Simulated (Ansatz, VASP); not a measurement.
# Cross-check of GaSb between VASP and Ansatz

Aim: how closely do two programs agree when they are given the same cell, functional and k mesh? The cell is taken from a series of VASP runs on this material, whose earlier steps may have relaxed, scaled or displaced it; both programs get it as it stands.

Calculated with Ansatz 0.2.0; plane waves, with VASP 6.6.1 beside it; zone-centre phonons at PBEsol.

### 1. Starting point

It takes space group F-43m (No. 216, cubic). The conventional cell has a = 6.053 Å, b = 6.053 Å, c = 6.053 Å, α = 90.00°, β = 90.00°, γ = 90.00°. Sb has 4 Ga at 2.62 Å nearest. Nearest to Ga lie 4 Sb at 2.62 Å. Farther neighbours are not listed.

### 2. VASP: zone-centre phonons, PBEsol

Second derivatives magnify differences that forces hide, and they need a tight electronic threshold.

Lines of VASP's logs that name or quote its potential files are left out, and so is its time.

Input file INCAR:

```
SYSTEM = GaSb
PREC = Accurate
ENCUT = 500
EDIFF = 1E-08
NELM = 100
ISMEAR = 0
SIGMA = 0.05
LREAL = .FALSE.
ALGO = Normal
GGA = PS
NBANDS = 15
LORBIT = 11
LWAVE = .FALSE.
LCHARG = .FALSE.
KPAR = 4
IBRION = 8
ISIF = 2
```

Input file POSCAR:

```
GaSb
1.0
    0.0000000000      3.0266080745      3.0266080745
    3.0266080745      0.0000000000      3.0266080745
    3.0266080745      3.0266080745      0.0000000000
Sb Ga
1 1
Direct
    0.7500000000      0.7500000000      0.7500000000
    0.0000000000      0.0000000000      0.0000000000
```

Input file KPOINTS:

```
Automatic mesh
0
Gamma
12 12 12
0 0 0
```

PAW data sets: Sb and Ga_d (PBE family, release 64).

The run is started by

```bash
mpirun -np 4 vasp_std
```

Numbers of over 12 decimals in the logs are rounded to 6 here.

What it wrote:

```text
[banner, memory and clock lines left out]
running    4 mpi-ranks, on    1 nodes
 distrk:  each k-point on    1 cores,    4 groups
 distr:  one band on    1 cores,    1 groups

 POSCAR found type information on POSCAR SbGa
 POSCAR found :  2 types and       2 ions
|                                                                             |
|               ----> ADVICE to this user running VASP <----                  |
|                                                                             |
|     You enforced a specific xc type in the INCAR file but a different       |
|     [... a line on the potential file left out ...]
|     I HOPE YOU KNOW WHAT YOU ARE DOING!                                     |
|                                                                             |

 LDA part: xc-table for (Slater+PW92), standard interpolation
 POSCAR, INCAR and KPOINTS ok, starting setup
 FFT: planning ... GRIDC
 FFT: planning ... GRID_SOFT
 FFT: planning ... GRID
 WAVECAR not read
 entering main loop
       N       E                     dE             d eps       ncg     rms          rms(c)
DAV:   1     0.783119403781E+02    0.78312E+02   -0.85748E+03  2184   0.146E+03
DAV:   2    -0.238410600466E+01   -0.80696E+02   -0.77889E+02  2482   0.293E+02
DAV:   3    -0.815317628123E+01   -0.57691E+01   -0.57470E+01  2573   0.658E+01
DAV:   4    -0.825062899425E+01   -0.97453E-01   -0.97440E-01  2657   0.960E+00
DAV:   5    -0.825303274787E+01   -0.24038E-02   -0.24037E-02  2797   0.131E+00    0.326E+00
DAV:   6    -0.817381976154E+01    0.79213E-01   -0.88870E-02  2817   0.535E+00    0.192E+00
DAV:   7    -0.814557537262E+01    0.28244E-01   -0.48059E-02  2713   0.207E+00    0.370E-01
DAV:   8    -0.814564413405E+01   -0.68761E-04   -0.50519E-03  2808   0.907E-01    0.110E-01
DAV:   9    -0.814591751374E+01   -0.27338E-03   -0.45935E-04  2454   0.172E-01    0.410E-02
DAV:  10    -0.814590789152E+01    0.96222E-05   -0.19361E-05  2826   0.396E-02    0.123E-02
DAV:  11    -0.814591645955E+01   -0.85680E-05   -0.11956E-05  2454   0.250E-02    0.418E-03
DAV:  12    -0.814591655104E+01   -0.91486E-07   -0.43556E-07  2847   0.630E-03    0.929E-04
DAV:  13    -0.814591653935E+01    0.11690E-07   -0.48458E-08  2524   0.145E-03    0.572E-04
DAV:  14    -0.814591657882E+01   -0.39476E-07   -0.38959E-09  2158   0.904E-04    0.143E-04
DAV:  15    -0.814591659040E+01   -0.11576E-07   -0.88143E-10  1500   0.370E-04    0.770E-05
DAV:  16    -0.814591658671E+01    0.36885E-08   -0.17799E-10  1353   0.166E-04
   1 F= -.81459166E+01 E0= -.81459164E+01  d E =-.443667E-06
 Linear response reoptimize wavefunctions to high precision
DAV:   1    -0.814591658537E+01    0.13342E-08   -0.78972E-11  1472   0.127E-04
DAV:   2    -0.814591658539E+01   -0.15461E-10   -0.24552E-11  1283   0.482E-05
 Linear response DOF=           2
 Linear response progress:
  Degree of freedom:   1/  2
       N       E                     dE             d eps       ncg     rms          rms(c)
RMM:   1    -0.285463640293E-01   -0.28546E-01    0.26372E-03 16702   0.140E+00
RMM:   2    -0.256287005527E-01    0.29177E-02   -0.37658E-03 15362   0.393E-01    0.674E-02
RMM:   3    -0.255691958980E-01    0.59505E-04   -0.23156E-04 16838   0.105E-01    0.366E-02
RMM:   4    -0.256172271038E-01   -0.48031E-04   -0.56642E-05 17096   0.447E-02    0.456E-03
RMM:   5    -0.256257715958E-01   -0.85445E-05   -0.70392E-06 17678   0.155E-02    0.287E-03
RMM:   6    -0.256189848982E-01    0.67867E-05    0.68507E-08 16869   0.531E-03    0.905E-04
RMM:   7    -0.256177003382E-01    0.12846E-05    0.10883E-07 17311   0.161E-03    0.223E-04
RMM:   8    -0.256172267164E-01    0.47362E-06   -0.24437E-08 16993   0.540E-04    0.681E-05
RMM:   9    -0.256172012070E-01    0.25509E-07   -0.13630E-08 17168   0.196E-04    0.184E-05
RMM:  10    -0.256172342776E-01   -0.33071E-07    0.19115E-09 16577   0.747E-05    0.213E-06
RMM:  11    -0.256172358924E-01   -0.16148E-08   -0.19368E-09 17051   0.264E-05    0.216E-06
 first order change of Fermi-energy   0.26099E-03
 force on displaced ion       1 direction 1 :  -8.604  -0.000  -0.000
 Linear response progress:
  Degree of freedom:   2/  2
       N       E                     dE             d eps       ncg     rms          rms(c)
RMM:   1    -0.166097672830E+00   -0.16610E+00    0.72268E-02 10475   0.811E+00
RMM:   2    -0.164927753969E+00    0.11699E-02   -0.27991E-02 15782   0.134E+00    0.395E-02
RMM:   3    -0.164954252101E+00   -0.26498E-04   -0.35084E-03 16394   0.410E-01    0.272E-02
RMM:   4    -0.164794080409E+00    0.16017E-03   -0.12693E-03 17740   0.189E-01    0.123E-02
RMM:   5    -0.164806178746E+00   -0.12098E-04   -0.33672E-05 17384   0.497E-02    0.479E-03
RMM:   6    -0.164813738513E+00   -0.75598E-05    0.26635E-05 17296   0.203E-02    0.416E-04
RMM:   7    -0.164811365300E+00    0.23732E-05    0.98073E-06 17040   0.883E-03    0.517E-04
RMM:   8    -0.164813749255E+00   -0.23840E-05    0.37151E-06 17047   0.406E-03    0.150E-04
RMM:   9    -0.164815501232E+00   -0.17520E-05   -0.11069E-06 16972   0.189E-03    0.748E-05
RMM:  10    -0.164816255759E+00   -0.75453E-06   -0.50960E-07 17363   0.951E-04    0.244E-05
RMM:  11    -0.164816161931E+00    0.93828E-07    0.13796E-07 17234   0.460E-04    0.102E-05
RMM:  12    -0.164816166350E+00   -0.44189E-08   -0.35132E-07 17273   0.228E-04    0.148E-05
RMM:  13    -0.164816298746E+00   -0.13240E-06   -0.40874E-07 16870   0.120E-04    0.718E-07
RMM:  14    -0.164816248835E+00    0.49911E-07   -0.10975E-07 17521   0.629E-05    0.432E-06
RMM:  15    -0.164816268512E+00   -0.19677E-07   -0.33184E-08 16943   0.351E-05    0.484E-07
RMM:  16    -0.164816270027E+00   -0.15141E-08   -0.49928E-08 16496   0.211E-05    0.951E-07
 first order change of Fermi-energy   0.12961E-03
 force on displaced ion       2 direction 1 :  -8.543   0.000   0.000
 Linear response finished
```

Parts of OUTCAR (step 2):

```text
ion  position               nearest neighbor table
   1  0.750  0.750  0.750-   2 2.62   2 2.62   2 2.62   2 2.62
   2  0.000  0.000  0.000-   1 2.62   1 2.62   1 2.62   1 2.62

  LATTYP: Found a face centered cubic cell.
 ALAT       =     6.0532161490

 Subroutine GETGRP returns: Found 24 space group operations
 (whereof 24 operations were pure point group operations)

The static configuration has the point symmetry T_d .

 Found     72 irreducible k-points:

   k-points           NKPTS =     72   k-points in BZ     NKDIM =     72   number of bands    NBANDS=     15

   dimension x,y,z NGX =    32 NGY =   32 NGZ =   32
   dimension x,y,z NGXF=    64 NGYF=   64 NGZF=   64

   ENCUT  =  500.0 eV  36.75 Ry    6.06 a.u.   7.80  7.80  7.80*2*pi/ulx,y,z

   NELECT =      18.0000    total number of electrons

 k-points in reciprocal lattice and weights: Automatic mesh
   0.00000000  0.00000000  0.00000000       0.001
   0.08333333  0.00000000  0.00000000       0.005
   0.16666667  0.00000000  0.00000000       0.005
   0.25000000  0.00000000  0.00000000       0.005
   0.33333333  0.00000000  0.00000000       0.005
   0.41666667  0.00000000  0.00000000       0.005
   0.50000000  0.00000000  0.00000000       0.002
   0.08333333  0.08333333  0.00000000       0.003
   0.16666667  0.08333333  0.00000000       0.014
[...]
-0.33333333  0.50000000  0.16666667       0.007
  -0.25000000  0.50000000  0.25000000       0.003

 average (electrostatic) potential at core
       1 -87.1944       2 -65.2703

  Total        0.5790451      0.5790451      0.5790451      0.0000000      0.0000000      0.0000000
  in kB       16.7310981     16.7310981     16.7310981      0.0000000      0.0000000      0.0000000
  external PRESSURE =      16.7310981 kB  Pullay stress =       0.0000000 kB

  energy-cutoff  :      500.00
  volume of cell :       55.45
      direct lattice vectors                 reciprocal lattice vectors
     0.000000000  3.026608074  3.026608074    -0.165201436  0.165201436  0.165201436
     3.026608074  0.000000000  3.026608074     0.165201436 -0.165201436  0.165201436
     3.026608074  3.026608074  0.000000000     0.165201436  0.165201436 -0.165201436

 POSITION                                       TOTAL-FORCE (eV/Angst)
 -----------------------------------------------------------------------------------
      4.53991      4.53991      4.53991        -0.000000      0.000000      0.000000
      0.00000      0.00000      0.00000         0.000000     -0.000000     -0.000000
 -----------------------------------------------------------------------------------
    total drift:                               -0.000000     -0.000000     -0.000001

 Eigenvectors and eigenvalues of the dynamical matrix
 ----------------------------------------------------

   1 f  =    6.871482 THz    43.174795 2PiTHz  229.207968 cm-1    28.418153 meV
             X         Y         Z           dx          dy          dz
      4.539912  4.539912  4.539912     0.000000    0.604800    0.000000
      0.000000  0.000000  0.000000     0.000000   -0.796377    0.000000

   2 f  =    6.871482 THz    43.174795 2PiTHz  229.207968 cm-1    28.418153 meV
             X         Y         Z           dx          dy          dz
      4.539912  4.539912  4.539912    -0.604800    0.000000    0.000000
      0.000000  0.000000  0.000000     0.796377    0.000000    0.000000

   3 f  =    6.871482 THz    43.174795 2PiTHz  229.207968 cm-1    28.418153 meV
             X         Y         Z           dx          dy          dz
      4.539912  4.539912  4.539912     0.000000    0.000000   -0.604800
      0.000000  0.000000  0.000000     0.000000    0.000000    0.796377

   4 f/i=    0.011725 THz     0.073668 2PiTHz    0.391092 cm-1     0.048489 meV
             X         Y         Z           dx          dy          dz
      4.539912  4.539912  4.539912     0.796377    0.000000    0.000000
      0.000000  0.000000  0.000000     0.604800    0.000000    0.000000

   5 f/i=    0.011725 THz     0.073668 2PiTHz    0.391092 cm-1     0.048489 meV
             X         Y         Z           dx          dy          dz
      4.539912  4.539912  4.539912     0.000000   -0.796377    0.000000
      0.000000  0.000000  0.000000     0.000000   -0.604800    0.000000

   6 f/i=    0.011725 THz     0.073668 2PiTHz    0.391092 cm-1     0.048489 meV
             X         Y         Z           dx          dy          dz
      4.539912  4.539912  4.539912     0.000000    0.000000    0.796377
      0.000000  0.000000  0.000000     0.000000    0.000000    0.604800

 ELASTIC MODULI CONTR FROM IONIC RELAXATION (kBar)
 Direction    XX          YY          ZZ          XY          YZ          ZX
 --------------------------------------------------------------------------------
 XX          -0.0000     -0.0000     -0.0000     -0.0000     -0.0000      0.0000
 YY          -0.0000     -0.0000     -0.0000     -0.0000     -0.0000      0.0000
 ZZ          -0.0000     -0.0000     -0.0000     -0.0000     -0.0000      0.0000
 XY          -0.0000     -0.0000     -0.0000   -202.0353      0.0000     -0.0000
 YZ          -0.0000     -0.0000     -0.0000      0.0000   -202.0353      0.0000
 ZX           0.0000      0.0000      0.0000     -0.0000      0.0000   -202.0353
 --------------------------------------------------------------------------------
```

Energies printed during the response cycles are not total energies of the cell.

### 3. Ansatz: zone-centre phonons, PBEsol

Ansatz runs on its default PAW (the set named soft_2) files.

The same cell, functional, mesh and smearing now go to Ansatz, which takes its cutoff from its data sets.

Input file input.yaml:

```yaml
crystal:
  lattice:
    - [0.0, 3.0266080745, 3.0266080745]
    - [3.0266080745, 0.0, 3.0266080745]
    - [3.0266080745, 3.0266080745, 0.0]
  atoms:
    - { symbol: Sb, position: [0.75, 0.75, 0.75] }
    - { symbol: Ga, position: [0.0, 0.0, 0.0] }
hamiltonian:
  xc: pbesol
  pseudopotentials: { kind: paw }
kpoints:
  mp_grid: { grid: [12, 12, 12] }
scf:
  occupations: { method: gaussian, width: 0.05 }
phonons:
  method: dfpt
  qpoints: [[0, 0, 0]]
```

The run is started by

```bash
ansatz run input.yaml --threads 4 --pin off --max-ram 9216MiB --backend cpu --events-out ev --progress --plain --runs-dir out
```

What it wrote:

```text
zone centre: on kpoints.mp_grid the ground state, and the responses unless they are solved on pairs of k-points, stand on 163 of the mesh's 1728 k-points, reduced under 8 symmetry operations, with k and −k counted as one. Each operation leaves every solved displacement unchanged or reverses it
Engine: ansatz 0.2.0, aarch64-unknown-linux-gnu
Pseudopotentials: kind: paw
Pseudopotential: Sb, paw, valence charge 15, recommended cutoff 420 eV (normal), Sb.paw.azcp
Pseudopotential: Ga, paw, valence charge 13, recommended cutoff 420 eV (normal), Ga.paw.azcp
Functional definition: PBEsol
  exchange = pbesol_x
  correlation = pbesol_c
Crystal: 2 atoms, lattice volume = 55.450 Å³
Basis set: ecut = 420 eV, 1067 PW (Γ), exchange–correlation on 60×60×60 points (8 copies of the dense FFT grid, shifted against one another)
Bands: 18, of which v1, the nominal top of the filled ones, is band 14 counted from 1 (13 counted from 0)
Symmetry: 24 space group operations
k-points: 163 of 1728 (irreducible under 8 space group operations, time reversal used)
Non-local potential: Sb, projectors of the file, l = 0: 2, l = 1: 2, l = 2: 2, l = 3: 2
Non-local potential: Ga, projectors of the file, l = 0: 2, l = 1: 2, l = 2: 3, l = 3: 1
PAW form: soft (Blöchl's): semilocal exchange-correlation on the pseudo side does not see the compensation charge
PAW frozen core: Sb, regenerated for the run's functional, and the local potential with it (the file was generated under x = pbe(κ = 0.804, μ = 0.219515), c = pbe(β = 0.066725))
PAW frozen core: Ga, regenerated for the run's functional, and the local potential with it (the file was generated under x = pbe(κ = 0.804, μ = 0.219515), c = pbe(β = 0.066725))
PAW one-centre angular grid: Sb, 590 points (default); XC on 64 Gauss nodes
PAW one-centre angular grid: Ga, 590 points (default); XC on 64 Gauss nodes
Initial density: superposition of atomic densities (neutral atoms: chi_scale 0, normalization atom), corrected by the library's trained network
Initial wavefunctions: pseudopotential atomic-orbital guess
Functional: x = pbesol(κ = 0.804, μ = 0.123457), c = pbesol(β = 0.046)
SCF iter   1: F=—  HF=-10151.529711 eV  |F-HF|=—  |Δ(HF+E_count)|=         —  Δρ=2.61e-3  dr2=4.86e-3  ethr=1.77e-3  ⟨swp⟩=6.0  Hψ=14908  notcnv=0
preconditioner: auto → none  [insulator: Δε(μ)=0.210 eV  Ē_g=14.641 eV  σ=0.050 eV  W_gap=1.00  n_scr=14 (ndim 8)  ℏωp=21.2 eV  f_vac=0.085  D(μ)=0.00/eV (n_scr^D=0)  ε∞_Penn≈3.1]
SCF iter   2: F=—  HF=-10151.526685 eV  |F-HF|=—  |Δ(HF+E_count)|=   3.03e-3  Δρ=1.18e-3  dr2=5.81e-4  ethr=1.74e-5  ⟨swp⟩=2.0  Hψ=5750  notcnv=0
SCF iter   3: F=—  HF=-10151.526846 eV  |F-HF|=—  |Δ(HF+E_count)|=   1.61e-4  Δρ=3.05e-4  dr2=4.53e-5  ethr=2.08e-6  ⟨swp⟩=2.0  Hψ=5206  notcnv=0
SCF iter   4: F=—  HF=-10151.526844 eV  |F-HF|=—  |Δ(HF+E_count)|=   1.73e-6  Δρ=1.84e-4  dr2=1.20e-5  ethr=1.62e-7  ⟨swp⟩=2.0  Hψ=4437  notcnv=0
SCF iter   5: F=—  HF=-10151.526841 eV  |F-HF|=—  |Δ(HF+E_count)|=   2.91e-6  Δρ=4.13e-5  dr2=6.74e-7  ethr=4.28e-8  ⟨swp⟩=2.0  Hψ=4401  notcnv=0
SCF iter   6: F=—  HF=-10151.526841 eV  |F-HF|=—  |Δ(HF+E_count)|=   2.01e-7  Δρ=6.41e-6  dr2=2.04e-8  ethr=2.41e-9  ⟨swp⟩=2.0  Hψ=5216  notcnv=0
SCF iter   7: F=—  HF=-10151.526842 eV  |F-HF|=—  |Δ(HF+E_count)|=   1.90e-8  Δρ=1.66e-6  dr2=1.11e-9  ethr=7.29e-11  ⟨swp⟩=2.0  Hψ=5217  notcnv=0
SCF iter   8: F=—  HF=-10151.526842 eV  |F-HF|=—  |Δ(HF+E_count)|=   2.23e-9  Δρ=2.64e-7  dr2=1.72e-11  ethr=3.98e-12  ⟨swp⟩=2.0  Hψ=5217  notcnv=0
SCF iter   9: F=-10151.526842 eV  HF=-10151.526842 eV  |F-HF|=1.82e-12  |Δ(HF+E_count)|=  2.00e-11  Δρ=1.07e-7  dr2=3.23e-12  ethr=1.00e-12  ⟨swp⟩=5.9  Hψ=12240  notcnv=0
SCF 1 converged in 9 iterations: F = -10151.526842 eV  dr2 = 3.23e-12
  greatest PAW one-centre occupation: 0.996 electrons in one spin orbital (limit 2), on the Sb atom at site 0 (counted from 0), in its partial waves of l = 2
DFPT response loops at Γ: preconditioner auto → Kerker (q_TF=auto, 2.435 Å⁻¹) (partly filled bands, converged f_vac=0.069); β = 1.00, the filter's whole step (`scf.mixing.beta` (0.50) is not read by the response loops under this deck's `scf.mixing.preconditioner`; to damp them name `kerker` or `kerker_dos`, under which they read `scf.mixing.beta`, and type it under 1.00, their step now; both keys bind the ground state too); Broyden in place of MSR1
SCF converged after 9 iterations
Free energy (F): -10151.526842 eV
Harris-Foulkes:  -10151.526842 eV  (|F-HF|=1.82e-12)
Internal energy: -10151.526841 eV  (E = F + TS)
E sigma→0 (E₀):  -10151.526841 eV
Entropy (-TS):   -0.000001 eV (-0.000 meV/atom)
Fermi energy:    8.094399 eV
--- Per-component energies (eV) ---
  E_band       = -254.766724
  E_kinetic    = 324.392414
  E_local      = -3873.773001  (includes V_loc(G=0)·N_el)
  E_nonlocal   = 790.270921
  E_hartree    = 1782.860497
  E_xc         = -206.245611
  E_vxc        = -155.072302  (∫ρ·V_xc dr)
  E_paw        = -6449.616761  (= ΣΔE_a)
  E_vpaw       = -906.305505  (= ΣTr[D̂ρ^β])
  E_aug_tail   = -0.000114  (compensation charges beyond the density's cutoff)
  E_ewald      = -2520.610021
  E_core_change = 1.194835  (= ΣΔE_core)
  E_smearing   = -0.000001  (= −TS)
  E_closure    = 0.000000  (closes the sum)
  Σ components = -10151.526842   (vs F -10151.526842, Δ=0.00e0)
--- Band table (eV; the first three rows and the last of 163) ---
  k-point 0: bands = [... 10 lower, -3.7458, 7.9850, 7.9850, 7.9850, 8.1917, 10.7463, 10.7463, 10.7463]
  k-point 1: bands = [... 10 lower, -3.6712, 6.7061, 7.8540, 7.8540, 8.9880, 10.9244, 10.9244, 11.0209]
  k-point 2: bands = [... 10 lower, -3.4518, 5.2558, 7.5606, 7.5606, 9.0555, 11.3112, 11.3112, 11.9879]
  k-point 162: bands = [... 10 lower, -1.1168, 1.1731, 4.4658, 4.6913, 11.7664, 12.2508, 12.4338, 12.6886]
--- Phonons (Γ-DFPT): 2 representative perturbations + reference, on 163 of 1728 k-points (Σ response iterations 6) ---
  k mesh reduced under 8 symmetry operations, with k and −k counted as one. Each operation leaves every solved displacement unchanged or reverses it
  ASR residual: 1.611e-5 → 0.000e0 eV/Å²; symmetrization residual: 2.127e-5 eV/Å²
  ASR residual per site (eV/Å²): 1.61e-5 2.62e-6
  Γ frequencies (cm⁻¹): 0.00 0.00 0.00 228.60 228.60 228.60
  non-analytic LO–TO correction: not included (Born effective charges unavailable; polar crystals: no LO–TO splitting at Γ)
--- Phonons (arbitrary-q DFPT): 1 explicit q-point ---
  q = [0, 0, 0] (of the zone-centre solve; hermiticity 4.99e-6, symmetrization 2.19e-13): -0.00 -0.00 0.00 228.60 228.60 228.60
  sum rule: each row above includes the acoustic sum rule's correction from the zone centre's row sums; it moved no ω² by more than (0.19 cm⁻¹)²
```

The job ended after 25 s (4 threads of Arm Neoverse N1, shared host; peak memory 0.78 GiB).

Reading the cycles: dr2 is the Hartree energy of the density residual (eV), the measure of convergence; HF is the Harris–Foulkes estimate of the energy, which meets the free energy F at convergence.

### 4. Comparison

Known differences besides the potentials themselves: the data sets hold 28 valence electrons in Ansatz (default PAW (the set named soft_2) files) and 18 in VASP; the cutoff is 420 eV in Ansatz and 500 eV in VASP; Ansatz makes its cores anew for this functional, VASP keeps those of its PBE data sets; VASP leaves aspherical gradient terms in its spheres out (LASPH is not set), Ansatz keeps them. Total energies have different zeros and are not compared.

Compared:

```csv
quantity,Ansatz,VASP,difference
optical mode 1 to 3 (cm⁻¹),228.6,229.2,-0.27 %
```

Modes are paired by rising frequency and degeneracy, not by their patterns, so a pair may still set unlike modes beside each other.

### 5. What came out

| Item | Value |
| --- | --- |
| r.m.s. difference of the optical zone-centre modes, each program's sorted by frequency (zone-centre phonons, PBEsol) | 0.61 cm⁻¹ |

**Reading.** The r.m.s. difference of the optical zone-centre modes, each program's sorted by frequency is 0.61 cm⁻¹ (zone-centre phonons, PBEsol). How closely two codes agree says nothing of how well the functional describes the real material.

[Lines on the potential files, build, host, timing and source positions are cut from VASP's logs without a mark.]

[Logs are printed without paths, hosts, clocks, repeated set-up lines and the standing remarks that a program may print on its own settings, such as how far it seeks lower states.]

[Hosts, paths, dates, database ids (printed as entryN), source tags and the programs' standing remarks are cut or masked in the printed files.]
